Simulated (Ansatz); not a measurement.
Wanted: the native input for an Ansatz 0.2.0 run.

* Task: single point
* Functional: PBEsol
* Potentials or basis: all-electron LAPW, scalar-relativistic
* Cutoff: 316 eV (chosen from the basis error)
* Basis error allowed: 0.001 eV/atom
* k mesh: 13 × 13 × 13
* Occupations: fermi-dirac, width 0.05 eV
* Spin: no spin polarisation

The system is Fe.

```
Fe
1.0
     0.00000    1.94174    1.96511
     1.49844    0.00000    1.96511
     1.49844    1.94174    0.00000
Fe
1
Direct
  0.00000 0.00000 0.00000
```

One way to write it, as run:

input.yaml

```yaml
crystal:
  lattice:
    - [0.0, 1.9417396906, 1.9651051623]
    - [1.4984397099, 0.0, 1.9651051623]
    - [1.4984397099, 1.9417396906, 0.0]
  atoms:
    - { symbol: Fe, position: [0.0, 0.0, 0.0] }
kpoints:
  mp_grid: { grid: [13, 13, 13] }
scf:
  occupations: { method: fermi_dirac, width: 0.05 }
hamiltonian:
  xc: pbesol
  pseudopotentials: { kind: all_electron, lapw: { basis_error: 0.001 } }
output:
  forces: true
  stress: true
  eigenvalues: true
```

Potentials or basis: all-electron LAPW, scalar-relativistic.

Command:

```bash
$ ansatz run input.yaml --threads 2 --pin off --max-ram 6144MiB --backend cpu --events-out ev --progress --plain --runs-dir out
```

Results of the run:

```
Pressure               : -29.0 GPa
Band gap on the k mesh : none (metal or under the smearing width)
```

Caveat: a pressure of tens of GPa on the cell as given is suspect, and the run, the potentials or the cell itself is likely at fault; the run has no spin polarisation, though such a crystal can be magnetic.

Wall time 8.8 s on 2 threads of Intel(R) Xeon(R) Platinum 8488C (Sapphire Rapids) (shared host), peak memory 0.47 GiB.
